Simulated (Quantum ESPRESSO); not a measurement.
Ta, 1 atom in the cell. It takes space group Im-3m (No. 229, cubic). Conventional cell: a = 3.303 Å, b = 3.303 Å, c = 3.303 Å, α = 90.00°, β = 90.00°, γ = 90.00°. Around Ta (site symmetry m-3m) lie 8 Ta at 2.86 Å. 

- Program: Quantum ESPRESSO 7.5
- Task: phonons
- Functional: PBE
- Potentials or basis: GBRV 1.5 PBE
- Cutoff: 762 eV
- Density cutoff: 6095 eV
- k mesh: 11 × 11 × 11
- Occupations: cold, width 0.2 eV
- Spin: no spin polarisation
- Mixing beta: 0.5
- Most SCF iterations: 120
- SCF threshold: 2e-10 Ry

Potentials or basis: GBRV 1.5 PBE.

Run with:

```sh
$ OMP_NUM_THREADS=1 mpirun -n 4 pw.x -nk 4 -in pw.in > pw.out
$ OMP_NUM_THREADS=1 mpirun -n 4 pw.x -nk 4 -in scf2.in > scf2.out
$ OMP_NUM_THREADS=1 mpirun -n 4 ph.x -nk 4 -in ph.in > ph.out
```

Hardware: 4 MPI ranks on Intel(R) Xeon(R) Processor @ 2.50GHz (Skylake/Cascade Lake), with other jobs on the host.

How long does it take, and how much memory?

It took 82 s on 4 MPI ranks on Intel(R) Xeon(R) Processor @ 2.50GHz (Skylake/Cascade Lake), with other jobs on the host, peak memory 0.4 GiB a rank. Counts: scf iterations 11, k pools 4, bands 12, k points 56, g dense 19381.
